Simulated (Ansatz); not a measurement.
Runs of Ansatz 0.2.0 on ZnS (Wurtzite-4H). The structure is hexagonal, space group P6_3mc (No. 186). The conventional cell has a = 3.823 Å, b = 3.823 Å, c = 12.520 Å, α = 90.00°, β = 90.00°, γ = 120.00°. Zn (site symmetry 3m) has 4 S at 2.34 to 2.35 Å as nearest neighbours. Around Zn (site symmetry 3m) lie 4 S at 2.34 to 2.35 Å. S (site symmetry 3m) has 4 Zn at 2.34 to 2.35 Å as nearest neighbours. S (site symmetry 3m) has 4 Zn at 2.34 to 2.35 Å as nearest neighbours. 

```csv
task,level,cutoff (eV),basis error allowed,gap on the mesh (eV),pressure (GPa),largest force (eV/Å)
single point,PBE,280,0.001 eV/atom,2.13,1.3,0.04
band structure,PBE,257,0.002 eV/atom,2.13,1.3,0.04
single point,PBEsol,280,0.001 eV/atom,1.99,-2.2,0.04
band structure,PBEsol,257,0.002 eV/atom,1.99,-2.2,0.04
band structure,LDA,258,0.002 eV/atom,1.88,(a),0.04
```

Alike in all rows: potentials or basis all-electron LAPW, scalar-relativistic; no spin polarisation; cell as given; k mesh 8 × 8 × 3; smearing fermi-dirac 0.05 eV.

Problem. Fill in the values left out.

Solution. (a) -4.8.

Caveats: an odd mesh through Γ misses points on the zone boundary, where band edges often lie (some runs).

Not every run made on this cell is shown here.
